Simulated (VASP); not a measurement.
Wanted: the native input for a VASP 6.6.1 run.

| Property | Result |
| --- | --- |
| Task | single point |
| Functional | PBE |
| Potentials or basis | VASP PAW PBE potentials, release 64 (C) |
| Cutoff | 520 eV |
| k mesh | 12 × 12 × 4 |
| Occupations | gaussian, width 0.014 eV |
| Spin | no spin polarisation |
| Further INCAR settings | ALGO = Normal; EDIFF = 1e-06 |

The structure of C lies in POSCAR:

```
C
1.0
    2.5221000000      0.0000000000      0.0000000000
   -1.2610500000      2.1842026709      0.0000000000
    0.0000000000      0.0000000000      8.2371000000
C
8
Direct
    0.6666666667      0.3333333333      0.8437500000
    0.3333333333      0.6666666667      0.3437500000
    0.6666666667      0.3333333333      0.6562500000
    0.3333333333      0.6666666667      0.1562500000
    0.0000000000      0.0000000000      0.9062500000
    0.0000000000      0.0000000000      0.4062500000
    0.0000000000      0.0000000000      0.5937500000
    0.0000000000      0.0000000000      0.0937500000
```

This is a hexagonal form of diamond, not graphite.

These files were run (other wordings do the same):

INCAR

```
ALGO = Normal ; EDIFF = 1E-6
ENCUT = 520 ; GGA = PE
ISIF = 2 ; ISMEAR = 0
LASPH = True ; LCHARG = True
LELF = True ; LREAL = False
LVHAR = True ; LWAVE = False
NELM = 60 ; PREC = Accurate
SIGMA = 0.014
```

KPOINTS

```
k-points
0
Gamma
  12 12 4
```

Potentials or basis: VASP PAW PBE potentials, release 64 (C).

Command:

```console
$ cat potpaw_PBE.64/C/POTCAR > POTCAR
$ mpirun -np 1 vasp_std > vasp.out
```

Results of the run:

```
Pressure               : 2.9 GPa
Largest force          : 0.329 eV/Å
Band gap on the k mesh : 4.41 eV, indirect (least direct gap 5.18 eV)
```

Run time: 32 s on 1 thread of Intel(R) Xeon(R) Platinum 8375C CPU @ 2.90GHz (Ice Lake), on a shared host, peak memory 0.17 GiB.
